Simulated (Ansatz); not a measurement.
Runs of Ansatz 0.2.0 on PbS (Galena). The structure is cubic, space group Fm-3m (No. 225). Conventional cell: a = 5.931 Å, b = 5.931 Å, c = 5.931 Å, α = 90.00°, β = 90.00°, γ = 90.00°. Around Pb (site symmetry m-3m) lie 6 S at 2.97 Å. S (site symmetry m-3m) is surrounded by 6 Pb at 2.97 Å. 

```tsv
task	level	spin	cell	k mesh	points for each segment of the path	mesh quality	gap on the mesh (eV)	pressure (GPa)	relaxed volume (Å³/atom)
band structure	PBE	off	as given	8 × 8 × 8	14	not flagged	0.36	2.2	-
relaxation of cell and atoms	RPBE	off	relaxed	8 × 8 × 8	-	not flagged	0.71	0.0	(a)
band structure	LDA	SOC, no magnetisation	as given	6 × 6 × 6	14	not flagged	0.21	-3.3	-
band structure	RPBE	off	as given	8 × 8 × 8	14	not flagged	0.45	4.2	-
band structure	PBE	SOC, no magnetisation	as given	6 × 6 × 6	14	not flagged	0.08	(b)	-
band structure	revPBE	off	as given	8 × 8 × 8	14	not flagged	0.43	3.6	-
band structure	PBEsol	SOC, no magnetisation	as given	6 × 6 × 6	14	not flagged	0.17	-1.6	-
band structure	LDA	off	as given	8 × 8 × 8	14	not flagged	0.23	-2.6	-
relaxation of cell and atoms	LDA	off	relaxed	8 × 8 × 8	-	not flagged	0.06	0.0	24.95
band structure	PBEsol	off	as given	8 × 8 × 8	14	not flagged	0.25	-0.9	-
relaxation of cell and atoms	HF	off	relaxed	4 × 4 × 4	-	coarse	5.93	0.0	29.60
relaxation of cell and atoms	PBEsol	off	relaxed	8 × 8 × 8	-	not flagged	0.19	0.0	25.70
```

Alike in all rows: potentials or basis Ansatz PAW; cutoff (eV) 420; smearing fermi-dirac 0.05 eV.

Q: Fill in the values left out.

A: (a) 28.12; (b) 1.6.

Caveats: some runs use coarse meshes; the PAW data sets come from PBE, with cores solved anew for the run's functional, which leaves a small shift of forces and pressure (some runs); spin-orbit coupling is left out, which as a rule narrows the gap of such compounds by several tenths of an eV (some runs); the plane-wave basis is chosen anew once the cell has moved, so the energies of steps on either side of that aren't comparable (some runs); the volume moved by +13 % from the deposited cell, more than functionals usually miss (some runs).

A k mesh can miss the band edges, and rows without SOC leave out spin-orbit coupling on Pb.
